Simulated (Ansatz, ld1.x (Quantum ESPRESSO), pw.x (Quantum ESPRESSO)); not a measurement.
## S: does the RRKJ potential hold in the solid?

* Element: sulfur
* Generator: ld1.x (Quantum ESPRESSO) 7.5
* Type: norm-conserving RRKJ (Kleinman–Bylander form)
* Functional: PBE
* Relativity: scalar-relativistic
* Frozen core: [Ne]
* Valence charge: 6
* Reference configuration: 3s2 3p4
* Partial waves: 3s (bound): rc 1.40 bohr; 3p (bound): rc 1.45 bohr; 3d channel at 0.45 Ry: rc 1.50 bohr
* Local potential: all-electron potential smoothed inside 1.25 bohr (lloc = -1)
* Core correction: none
* rho0: 0.005

Atomic tests: cutoffs needed: 40 Ry and 80 Ry (the cutoffs (Ry, on a coarse ladder) from which the occupation-weighted sum of valence levels, in a spherical-Bessel basis at the reference potential, stays within 10 and 1 mRy of its value at 400 Ry); ghost test: no extra level below or beside the all-electron valence levels (s, p, d, f tested) (spherical-Bessel basis up to 400 Ry, 20 bohr box); largest excitation error: +75 meV (all-electron minus pseudo) for 3s2 3p1, out of 7 test configurations.

Crystal test: sc S in pw.x 7.5, no spin, 13³ k-points, Fermi–Dirac smearing 0.01 Ry, cutoffs 100/400 Ry. The lattice is a test structure that the element need not adopt, and mesh and smearing are coarse.

pw.x input:

```
&control
  calculation='scf', prefix='x', pseudo_dir='./', outdir='./tmp', tstress=.true., disk_io='none'
/
&system
  ibrav=0, nat=1, ntyp=1, ecutwfc=100, ecutrho=400, nbnd=10,
  occupations='smearing', smearing='fd', degauss=0.01
/
&electrons
  conv_thr=1e-09, mixing_beta=0.4, electron_maxstep=70
/
ATOMIC_SPECIES
S 1.0 S.UPF
CELL_PARAMETERS angstrom
  2.59233442 0.00000000 0.00000000
  0.00000000 2.59233442 0.00000000
  0.00000000 0.00000000 2.59233442
ATOMIC_POSITIONS crystal
S 0.0000 0.0000 0.0000
K_POINTS automatic
13 13 13 0 0 0
```

```bash
pw.x < S.scf.in > S.scf.out
```

Q: How does the run end?

A: It converges; the pressure is -1.08 GPa against -0.69 GPa from all-electron LAPW.  The log shows:

```
     using ibrav=0 with symmetry is DISCOURAGED, use correct ibrav instead
     lattice parameter (alat)  =       4.8988  a.u.
     unit-cell volume          =     117.5627 (a.u.)^3
     number of electrons       =         6.00
     number of Kohn-Sham states=           10
     kinetic-energy cutoff     =     100.0000  Ry
     charge density cutoff     =     400.0000  Ry
     scf convergence threshold =      1.0E-09
     Exchange-correlation= PBE
     number of k points=    84  Fermi-Dirac smearing, width (Ry)=  0.0100
     iteration #  1     ecut=   100.00 Ry     beta= 0.40
     total energy              =     -20.39907623 Ry
     estimated scf accuracy    <       0.00155168 Ry
     iteration #  2     ecut=   100.00 Ry     beta= 0.40
     total energy              =     -20.39925003 Ry
     estimated scf accuracy    <       0.00058041 Ry
     iteration #  3     ecut=   100.00 Ry     beta= 0.40
     total energy              =     -20.39926375 Ry
     estimated scf accuracy    <       0.00000076 Ry
     iteration #  4     ecut=   100.00 Ry     beta= 0.40
     total energy              =     -20.39926403 Ry
     estimated scf accuracy    <       0.00000005 Ry
     iteration #  5     ecut=   100.00 Ry     beta= 0.40
     total energy              =     -20.39926404 Ry
     estimated scf accuracy    <          5.4E-09 Ry
     iteration #  6     ecut=   100.00 Ry     beta= 0.40
     the Fermi energy is     8.2399 ev
!    total energy              =     -20.39926404 Ry
     estimated scf accuracy    <          9.0E-11 Ry
     smearing contrib. (-TS)   =      -0.00220869 Ry
     The total energy is F=E-TS. E is the sum of the following terms:
     one-electron contribution =       3.42822967 Ry
     hartree contribution      =       1.46712387 Ry
     xc contribution           =      -4.44186060 Ry
     ewald contribution        =     -20.85054829 Ry
     convergence has been achieved in   6 iterations
          total   stress  (Ry/bohr**3)                   (kbar)     P=      -10.84
     Message from routine punch:
     Nothing written, as per user request (disk_io='none')
```
